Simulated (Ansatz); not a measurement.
Which form of PbF₂ under pressure?

Theory: DFT PBE, scalar-relativistic, plane waves, PAW in Ansatz. Settings: cutoff 420 eV, Γ-centred meshes spaced at most about 0.3 Å⁻¹ (2π included), Gaussian smearing. No spin polarisation.

All energies are static (0 K, no zero-point motion). All cells are relaxed at this level.

```tsv
form	space group	conventional cell	V (Å³/atom)	E over A (meV/atom)
A	Fm-3m (No. 225)	a = 6.000 Å	18.00	0
B	Pnma (No. 62)	a = 6.578 Å, b = 3.950 Å, c = 7.831 Å	16.96	22
```

**Question.** Estimate the pressure at which B overtakes A in enthalpy, neglecting compression.

**Answer.** With H = E + PV and fixed volumes, the enthalpies cross at P = ΔE/(V_A − V) for a denser form of volume V). For B: 0.022 eV / 1.04 Å³ = 0.0212 eV/Å³ = 3.4 GPa. (1 eV/Å³ = 160.2 GPa.) The more open form is usually the softer one, so ΔV shrinks under load and the true crossing tends to lie higher; dense phases that weren't computed may step in before it.

Origin: A and B, each reached from a cell as deposited in COD, among other starts. B is a listed structure too, and a margin this small is within the functional's error. Spin–orbit coupling, which can matter for Pb, is left out.
